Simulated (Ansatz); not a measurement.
TlBr, one cell by several methods

```yaml
crystal:
  lattice:
    - [3.97000, 0.00000, 0.00000]
    - [0.00000, 3.97000, 0.00000]
    - [0.00000, 0.00000, 3.97000]
  atoms:
    - { symbol: Tl, position: [0.00000, 0.00000, 0.00000] }
    - { symbol: Br, position: [0.50000, 0.50000, 0.50000] }
```

Atom numbers follow the list: Tl1, Br2.

The cell is COD entry 9008793, as deposited and not checked against the literature; nothing was relaxed. It is an old determination, and later ones may differ.

Spin–orbit coupling is left out, though it moves levels of the heavy atoms by tenths of an eV or more.

All numbers are computed: DFT, LDA, PAW with Ansatz's default frozen-core files, scalar-relativistic (Ansatz 0.2.0); DFT, LDA, all-electron LAPW, scalar-relativistic (Ansatz 0.2.0).

For PAW: a Γ-centred 8×8×8 k mesh, Fermi–Dirac smearing of 0.03 eV, cutoff 420 eV, no spin polarisation; the PAW files were made with PBE, and the program remakes their frozen cores for this functional. LAPW targets a basis error of 1 meV/atom. The Ansatz runs share mesh, smearing and spin set-up. Plane-wave (PAW) pressures include the program's estimate of the Pulay term.

Stress and pressure are positive in compression.

Levels count from the top of the valence band.

```tsv
quantity	PAW	LAPW
pressure (GPa)	-2.60	-2.59
band gap (eV)	1.649	1.648
highest filled level at R (eV)	-1.938	-1.940
lowest empty level at R (eV)	1.951	1.950
highest filled level at Γ (eV)	-1.316	-1.317
lowest empty level at Γ (eV)	6.862	6.861
highest filled level at X (eV)	0.000	0.000
lowest empty level at X (eV)	1.649	1.648
```

PAW's pressure differs from the LAPW value by about 0.01 GPa or less.
